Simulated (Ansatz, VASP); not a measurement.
CO2 in VASP and in Ansatz

```xyz
6
Lattice="2.3650 -2.1646 0.0000 2.3650 2.1646 0.0000 0.0000 0.0000 6.0074" Properties=species:S:1:pos:R:3 pbc="T T T"
C     0.0000    0.0000    0.0000
C     2.3650    0.0000    3.0037
O     2.3650   -1.2304    5.3155
O     2.3650    1.2304    0.6919
O     2.3650   -0.9343    2.3118
O     2.3650    0.9343    3.6956
```

Alike in both runs: functional PBEsol; k mesh 6 × 6 × 4; occupations gaussian, width 0.1 eV; no spin polarisation.

Ansatz relaxed the structure, and its values are those at the end. VASP's run is a single point on that final structure, the one shown.

|  | VASP | Ansatz |
| --- | --- | --- |
| version | VASP 6.6.1 | Ansatz 0.2.0 |
| potentials or method | VASP PAW PBE potentials, release 64 (C, O) | scalar-relativistic, plane waves, PAW |
| plane-wave cutoff (eV) | 520 | 420 |
| valence electrons in the cell | 32 | 32 |

|  | VASP | Ansatz | Ansatz less VASP |
| --- | --- | --- | --- |
| gap on the k mesh at the Fermi level (eV) | 6.02 | 6.03 | +0.009 |
| least direct gap on the mesh (eV) | 7.05 | 7.06 | +0.006 |
| pressure (GPa) | 11.3 | 8.9 | -2.45 |
| rms of the force components (eV/Å) | 0.342 | 0.001 | -0.3408 |

The functional is the same, so the differences come from potentials, cutoffs and numerics.

Caveats: the standard files for N, O and F lose accuracy on very short bonds; the PAW data sets were made with another functional, which shifts forces and pressure a little (VASP). A k mesh can miss the band edges.
